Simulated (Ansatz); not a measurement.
Consider RuCl2 (1T sheet).

The cell holds 3 atoms: 1 Ru and 2 Cl. Its edges and angles: a = 3.515 Å, b = 3.515 Å, c = 30.112 Å, α = 90.0°, β = 90.0°, γ = 120.0°. Vacuum lies along c.

```
Ru Cl
1.0
     0.00000    2.48540    2.48540
     2.48540   -2.48540    0.00000
    17.38504   17.38504  -17.38504
Ru Cl
1 2
Direct
  0.00000 0.00000 0.31808
  0.33333 0.66667 0.35751
  0.66667 0.33333 0.27865
```

The structure was relaxed with LDA. The structure was generated from a model, not taken from a measurement. The runs that relaxed it are not among those shown. The program's search for lower electronic states was switched off, so nothing shows that the state found is the lowest. PAW set soft_2, made with PBE.

A constrained-RPA run (Ansatz 0.2.0; non-magnetic LDA; Ru d, bands v3 to c2, 6×6×1 mesh, medium accuracy) builds 5 functions on bands 3.6 eV wide, with 6.0 electrons in the window. The bare on-site interaction is 12.2 eV and the bare J 0.41 eV.

Q: What U and J survive the screening?

On the Ru d shell, U = 4.15 eV (34 % of the bare value), U′ = 3.50 eV, J = 0.30 eV.

The parent state is non-magnetic and the interaction static (zero frequency); U depends on the window and the orbitals, so it belongs to this model alone.

[Paths, hosts, dates, memory and timing lines, banners, echoed tables and standing remarks are left out of the program output.]

[Logs are printed without paths, hosts, clocks, repeated set-up lines and the standing remarks that a program may print on its own settings, such as how far it seeks lower states.]

[Runs of the session that timed out or met a known fault of the program may be left out.]

[Hosts, paths, dates, database ids (printed as entryN), source tags and the programs' standing remarks are cut or masked in the printed files.]
